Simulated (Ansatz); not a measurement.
# Σ11 (113) boundary in fcc Au with Ag (substitutional): structure and resistance, part 2 of 2

Wanted: what the Σ11 (113) boundary in fcc Au with Ag (substitutional) costs an interconnect.

Ansatz 0.2.0; Ansatz plane-wave DFT, PBE, PAW files; relaxation of a bicrystal slab with its lowest layers held; PAW set soft_1 (the session's first sound run).

So far. Step 2 (Relaxing the bicrystal): The largest force component on a free atom ends at 0.019 eV/Å, under the tolerance of 0.03, after 7 steps.

## Step 3: Transmission across the boundary

Bulk layers of each grain are laid under and over the relaxed boundary, and a lead is named in the middle of each, away from the free faces. The mesh across the current, 22×22, is finer than the density's, because channels open and close sharply across the zone. Energies from -0.1 to 0.1 eV in steps of 0.05 eV are too few for the program's thermal sum, so it prints no conductance; for a metal the transmission near the Fermi level serves, at a fraction of the cost.

This step: Ansatz plane-wave DFT, PBE, PAW files; ballistic transport by layer matching (Landauer), zero bias; boundary relaxed in a short slab, bulk layers laid on; PAW set soft_1 (Ansatz 0.2.0).

System of this step: Σ11 (113) boundary in fcc Au with Ag (substitutional). The cell holds 34 atoms: 33 Au and 1 Ag. Cell: a = 2.884 Å, b = 4.995 Å, c = 49.260 Å, α = 90.0°, β = 90.0°, γ = 73.2°. It derives from Au. Regions: lower grain, 14 atoms (14 Au); boundary, 9 atoms (8 Au and 1 Ag); upper grain, 11 atoms (11 Au). Vacuum lies along c.

Input file input.yaml:

```yaml
crystal:
  lattice:
    - [2.8837582304, 0.0, 0.0]
    - [1.4418791152, 4.7821720181, 0.0]
    - [0.0, 0.0, 49.2604872263]
  atoms:
    - { symbol: Au, position: [4.9090909091, -9.8181818181, 0.0812009833] }
    - { symbol: Au, position: [4.6363636363, -9.2727272727, 0.10616295] }
    - { symbol: Au, position: [4.3636363636, -8.7272727272, 0.1311249167] }
    - { symbol: Au, position: [4.0909090909, -8.1818181818, 0.1560868833] }
    - { symbol: Au, position: [3.8181818182, -7.6363636363, 0.18104885] }
    - { symbol: Au, position: [3.5454545454, -7.0909090909, 0.2060108167] }
    - { symbol: Au, position: [3.2727272727, -6.5454545454, 0.2309727834] }
    - { symbol: Au, position: [3.0, -6.0, 0.2559347501] }
    - { symbol: Au, position: [2.7272727273, -5.4545454545, 0.2808967168] }
    - { symbol: Au, position: [2.4545454545, -4.9090909091, 0.3058586834] }
    - { symbol: Au, position: [2.1818181818, -4.3636363636, 0.3308206501] }
    - { symbol: Au, position: [1.9090909091, -3.8181818182, 0.3557826168] }
    - { symbol: Au, position: [1.6363636364, -3.2727272727, 0.3807445835] }
    - { symbol: Au, position: [1.3636363636, -2.7272727273, 0.4057065502] }
    - { symbol: Au, position: [0.0909090909, 0.8181818182, 0.4306685169] }
    - { symbol: Au, position: [0.8213311335, 0.3573377329, 0.4578933459] }
    - { symbol: Au, position: [0.5518891374, 0.8962217252, 0.484302191] }
    - { symbol: Au, position: [0.282122146, 0.4357557081, 0.5096946956] }
    - { symbol: Ag, position: [0.012311873, -0.0246237461, 0.5377581422] }
    - { symbol: Au, position: [0.282006285, 0.43598743, 0.5662096516] }
    - { symbol: Au, position: [0.551770849, 0.896458302, 0.5910487702] }
    - { symbol: Au, position: [0.822558708, 0.354882584, 0.6182927936] }
    - { symbol: Au, position: [0.0914863126, 0.8170273747, 0.6442173832] }
    - { symbol: Au, position: [1.3642135854, -2.7284271707, 0.6691793499] }
    - { symbol: Au, position: [1.6369408581, -3.2738817162, 0.6941413166] }
    - { symbol: Au, position: [1.9096681308, -3.8193362616, 0.7191032832] }
    - { symbol: Au, position: [2.1823954035, -4.3647908071, 0.7440652499] }
    - { symbol: Au, position: [2.4551226763, -4.9102453525, 0.7690272166] }
    - { symbol: Au, position: [2.727849949, -5.455699898, 0.7939891833] }
    - { symbol: Au, position: [3.0005772217, -6.0011544434, 0.81895115] }
    - { symbol: Au, position: [3.2733044944, -6.5466089889, 0.8439131167] }
    - { symbol: Au, position: [3.5460317672, -7.0920635343, 0.8688750833] }
    - { symbol: Au, position: [3.8187590399, -7.6375180798, 0.89383705] }
    - { symbol: Au, position: [4.0914863126, -8.1829726252, 0.9187990167] }
kpoints:
  mp_grid: { grid: [9, 9, 1] }
hamiltonian:
  xc: pbe
  pseudopotentials: { kind: paw, azcp: { folder: soft_1 } }
scf:
  occupations: { method: fermi_dirac, width: 0.1 }
output:
  transmission:
    leads: [[8, 9], [27, 28]]
    kmesh: [22, 22]
    e_range: [-0.1, 0.1]
    de: 0.05
  write_potential: true
  write_density: true
  volumetric_format: npy
  elf: true
```

Started as:

```
ansatz run input.yaml --threads 4 --pin off --max-ram 15360MiB --backend cpu --events-out ev --progress --plain --runs-dir out
```

Numbers of over 12 decimals in the logs are rounded to 6 here.

Output:

```text
[...]
Crystal: 34 atoms, lattice volume = 679.333 Å³
Basis set: ecut = 420 eV, 13311 PW (Γ)
Bands: 388, of which v1, the nominal top of the filled ones, is band 323 counted from 1 (322 counted from 0)
Symmetry: 2 space group operations
[...]
k-points: 25 of 81 (time reversal used)
[...]
SCF iter   1: F=—  HF=-441587.283521 eV  |F-HF|=—  |Δ(HF+E_count)|=         —  Δρ=6.21e-2  dr2=3.63e1  ethr=3.10e-3  ⟨swp⟩=5.2  Hψ=30176  notcnv=0  defer=835
[...]
SCF iter  10: F=-441578.690871 eV  HF=-441578.690871 eV  |F-HF|=4.83e-9  |Δ(HF+E_count)|=   4.60e-9  Δρ=1.11e-6  dr2=1.33e-8  ethr=1.55e-11  ⟨swp⟩=3.0  Hψ=21447  notcnv=0
SCF 1 converged in 10 iterations: F = -441578.690871 eV  dr2 = 1.33e-8
[...]
transmission: 493 of 4921 steps passed
transmission: 986 of 4921 steps passed
[...]
transmission: 4921 of 4921 steps passed
WARN: The output density's exchange-correlation potential varies sharply where the density is thin. Do not read a vacuum level from v_tot or v_xc, or from such a field of the output density. On a cell that repeats whose density bears no net charge and no dipole along the vacuum's axis use v_es (v_loc + v_h of the components); under efield.dipole_correction with no amplitude use v_es + v_field, which holds any externa [...]
SCF converged after 10 iterations
Free energy (F): -441578.690871 eV
[...]
Internal energy: -441578.391100 eV  (E = F + TS)
E sigma→0 (E₀):  -441578.540986 eV
Entropy (-TS):   -0.299771 eV (-8.817 meV/atom)
Fermi energy:    16.682762 eV
[...]
--- Band table (eV; the first three rows and the last of 25) ---
  k-point 0: bands = [... 319 lower, 15.0188, 15.5647, 16.0066, 16.0871, 16.2214, 16.7106, 16.7792, 17.1452, ... 61 higher]
  k-point 1: bands = [... 319 lower, 14.9858, 15.3673, 15.5258, 15.6223, 16.0184, 16.1614, 16.4462, 16.6963, ... 61 higher]
  k-point 2: bands = [... 319 lower, 14.9157, 14.9638, 14.9676, 15.2013, 15.4248, 15.5307, 15.8502, 16.0189, ... 61 higher]
  k-point 24: bands = [... 319 lower, 17.2447, 17.2892, 17.3191, 17.3972, 17.4169, 17.4810, 17.5515, 17.6418, ... 61 higher]
--- Transmission ---
  basis      : 119 plane waves across, 37 finite elements along
  points     : 133, standing for a mesh of 22 x 22
  energies   : 5 from -0.100000 to 0.100000 eV about the Fermi level, 0.050000 eV apart; the leads are filled to 0.000000 eV, and channels, transmission and decay are at 0.000000 eV
  crystal 0  : Au2, at the sites [8, 9], period 2.4593 Å, over 18.44 Å; its Hamiltonian steps by up to 17.8 meV
    offset         : up to 0.0000 Å between an atom of the period and one for which it stands
    channels       : 1.609504e0 a spin
    conductance    : none, the energies end too early or step too widely for 300 K: set another output.transmission.e_range or a lower de, or, where they end at an eighth of basis.ecutwfc, a higher one
[...]
channels       : 1.609504e0 a spin
[...]
junction   : crystal 0 to crystal 1, 13.22 to 36.04 Å
    transmission   : 1.407635e0 a spin
[...]
```

It took 7.5 min on 4 threads of Intel Xeon Platinum 8488C (Sapphire Rapids), shared host; peak memory 9.3 GiB.

This step gave:

```yaml
free_energy: -441578.6909 eV
energy_at_zero_smearing: -441578.5410 eV
fermi_energy: 16.68 eV
cell_area: 13.79 Å²
transmission_per_spin_nearest_the_fermi_level: 1.408
open_channels_per_spin_nearest_the_fermi_level: 1.610
open_channels_per_spin_upper_lead: 1.610
step_of_the_lead_s_potential: 17.8 meV
step_of_the_upper_lead_s_potential: 16.6 meV
```

Per spin. The transmission, zone mean by energy, zero at the Fermi level:

```csv
energy (eV),"transmission, zone mean"
-0.1000,1.40
-0.0500,1.41
0.0000,1.41
0.0500,1.39
0.1000,1.40
```

Per spin. Table of open channels, zone mean by energy, zero at the Fermi level:

```
energy (eV)  lead  upper lead
    -0.1000  1.59        1.59
    -0.0500  1.61        1.62
     0.0000  1.61        1.61
     0.0500  1.60        1.60
     0.1000  1.60        1.60
```

Transmission over k1 and k2. At 0.0000 eV from the Fermi level.

Values, 12 rows by 16 columns, each cell a mean:
```
0.98 1.28 1.80 1.87 1.84 1.85 1.29 0.17 0.17 1.26 1.83 1.86 1.89 1.48 1.03 0.99
1.00 1.52 1.86 1.84 1.84 1.84 1.81 1.48 1.61 1.80 1.86 1.85 1.47 1.04 0.99 0.99
1.00 1.54 1.87 1.87 1.85 1.85 1.84 1.83 1.83 1.85 1.84 1.42 1.04 1.00 0.99 0.99
0.99 1.42 1.80 1.88 1.89 1.87 1.86 1.86 1.86 1.84 1.48 0.99 0.99 1.00 0.99 0.99
0.97 1.09 1.29 1.45 1.62 1.76 1.82 1.84 1.82 1.61 1.07 0.99 0.99 1.00 0.99 0.99
0.95 0.99 0.99 1.00 0.99 1.02 1.33 1.66 1.72 1.43 1.03 0.99 1.00 1.00 0.99 0.99
0.97 0.99 1.00 1.00 0.99 0.99 1.08 1.58 1.80 1.79 1.62 1.33 1.21 1.09 1.03 1.00
0.95 0.99 1.00 1.00 0.99 1.01 1.41 1.81 1.86 1.86 1.87 1.87 1.85 1.78 1.57 1.18
0.95 0.99 1.00 1.00 0.99 1.29 1.81 1.86 1.84 1.84 1.85 1.86 1.87 1.88 1.84 1.35
0.95 0.99 1.00 1.02 1.35 1.83 1.86 1.83 1.76 1.78 1.84 1.84 1.84 1.86 1.86 1.37
0.96 0.99 1.02 1.37 1.82 1.86 1.84 1.50 0.57 0.97 1.77 1.84 1.84 1.86 1.79 1.24
0.95 1.00 1.39 1.87 1.87 1.84 1.71 0.42 0.00 0.40 1.65 1.84 1.86 1.86 1.49 1.05
```
Columns: k1 (b1) from -0.5 to 0.455; rows upwards: k2 (b2) from -0.5 to 0.455.

Open channels over k1 and k2. At 0.0000 eV from the Fermi level.

Values, 12 rows by 16 columns, each cell a mean:
```
1.12 1.75 2.00 2.00 2.00 2.00 1.75 1.12 1.12 1.75 2.00 2.00 2.00 1.92 1.30 1.00
1.27 2.00 2.00 2.00 2.00 2.00 2.00 1.93 1.93 2.00 2.00 2.00 1.77 1.12 1.00 1.00
1.27 2.00 2.00 2.00 2.00 2.00 2.00 2.00 2.00 2.00 1.98 1.53 1.07 1.00 1.00 1.00
1.27 2.00 2.00 2.00 2.00 2.00 2.00 2.00 2.00 2.00 1.78 1.00 1.00 1.00 1.00 1.00
1.10 1.66 1.91 1.91 1.91 1.93 2.00 2.00 2.00 2.00 1.18 1.00 1.00 1.00 1.00 1.00
1.00 1.00 1.00 1.00 1.00 1.08 1.70 2.00 2.00 2.00 1.18 1.00 1.00 1.00 1.00 1.00
1.00 1.00 1.00 1.00 1.00 1.00 1.45 2.00 2.00 2.00 1.95 1.45 1.45 1.45 1.45 1.12
1.00 1.00 1.00 1.00 1.00 1.07 1.65 2.00 2.00 2.00 2.00 2.00 2.00 2.00 2.00 1.93
1.00 1.00 1.00 1.00 1.00 1.38 2.00 2.00 2.00 2.00 2.00 2.00 2.00 2.00 2.00 2.00
1.00 1.00 1.00 1.07 1.53 1.98 2.00 2.00 2.00 2.00 2.00 2.00 2.00 2.00 2.00 2.00
1.00 1.00 1.12 1.77 2.00 2.00 2.00 1.93 1.36 1.66 1.98 2.00 2.00 2.00 2.00 1.93
1.00 1.30 1.92 2.00 2.00 2.00 2.00 1.27 1.00 1.30 1.92 2.00 2.00 2.00 2.00 1.27
```
Columns: k1 (b1) from -0.5 to 0.455; rows upwards: k2 (b2) from -0.5 to 0.455.

ELF in the ca plane at fractional y = 0.975, with atoms of Au and Ag within 0.2 Å of it. It is the smooth field of the valence electrons, not physical close to the nuclei.

Ten even steps from '0' (0.11) to '9' (0.79), each cell a mean:
```
21100012344311111211014676300112111123443100
11110011233210134432002444101234421012322100
11111111111101245653100111002356542001111111
11111111110001356753100000012467652000011111
11111111111001256653100110002456642000111111
11111011222110134542101343101245431012221110
21100012344311112221014665300122211113442100
21100012454311111110014897410011111124543100
```
Columns run along c (16.0 Å, from fractional 0.36 to 0.69 of the cell), rows up along a (2.9 Å). Atoms in or near the plane, at fractional coordinates: Ag at (0.54, 0.01).

Electrostatic potential energy in the ca plane at fractional y = 0.975, with atoms of Au and Ag within 0.2 Å of it. With pseudopotentials it is smooth inside the atoms' cores, unlike the true potential.

Values in eV, 5 rows by 16 columns, each cell a mean:
```
 14  19  16  -3  14  15  11  16  -6  -2  17   9  17   8   2  18
 16  16  17  15  18  -2 -17  15   9  13   9 -21   9  17  16  18
 16  15  17  18  19  -7 -23  14  17  17   4 -26   5  19  18  17
 16  18  17   8  17   7  -5  16  -1   5  13  -8  14  14  10  18
 13  19  15 -10  12  18  17  15  -3  -3  18  16  18   3  -4  18
```
Columns run along c (16.0 Å, from fractional 0.36 to 0.69 of the cell; values clipped at the 3rd and 97th percentile), rows up along a (2.9 Å). Atoms in or near the plane, at fractional coordinates: Ag at (0.54, 0.01).

Valence density in the ca plane at fractional y = 0.975, with atoms of Au and Ag within 0.2 Å of it. It is the smooth field of the valence electrons, not physical close to the nuclei.

Ten steps, logarithmic in the rise over the least value, from '0' (0 e/Å³) to '9' (20 e/Å³), each cell a mean:
```
21000002354310011110025898410012110023543100
11100001233100134431013565211245421012332100
11111101111000257763101222101467642000111101
01111110000001368864100010001578752000000111
11111111111000257763100121001467752000111111
11110001222100135542012554201245531011221100
21000002344210012210015787410122210013443100
31000002455310001100026998510001100124553100
```
Columns run along c (16.0 Å, from fractional 0.36 to 0.69 of the cell), rows up along a (2.9 Å). Atoms in or near the plane, at fractional coordinates: Ag at (0.54, 0.01).

Over the solved energies the transmission per spin lies between 1.39 and 1.41, out of 1.60 channels of the lead on average (up to 1.61).

## Step 4: Specific resistance

This step: Ansatz plane-wave DFT, PBE, PAW files; ballistic transport by layer matching (Landauer), zero bias; specific resistance of the boundary; PAW set soft_1 (Ansatz 0.2.0).

Numbers from this step:

```
area resistance                      : 0.1615 fΩ m²
T over the leads' mean channel count : 0.8729
```

Averaged over the energies near the Fermi level, 87.3 % of the channels pass, which makes 0.162 fΩ m².

By hand, with T and the leads' channels N averaged over the energies near the Fermi level: RA = A (h/2e²)(1/T − ½[1/N₁ + 1/N₂]) = 13.79×10⁻²⁰ m² × 12 906 Ω × (1/1.400 − ½[1/1.603 + 1/1.605]) = 0.162 fΩ m².

## Step 5: Results

```
specific resistance of the boundary : 0.162 fΩ m²
share of channels that pass         : 0.873
```

The boundary has a specific resistance of 0.16 fΩ m². The boundary reflects 13 % of the channels; 0.16 fΩ m² is 1.6×10⁻¹² Ω·cm². That equals the resistance of 7.1 nm of bulk Au at 300 K (measured 2.271 µΩ cm, CRC Handbook of Chemistry and Physics, 84th ed., 2003, Electrical Resistivity of Pure Metals). One Ag in 13.8 Å² of boundary is a high coverage. Each plane of this narrow cell holds one atom, so the solute fills a whole plane. One starting structure was relaxed; another shift or atom count at the boundary may lie lower. Spin-orbit coupling is left out, which matters for Au.

[Logs are printed without paths, hosts, clocks, repeated set-up lines and the standing remarks that a program may print on its own settings, such as how far it seeks lower states.]

[Hosts, paths, dates, database ids (printed as entryN), source tags and the programs' standing remarks are cut or masked in the printed files.]
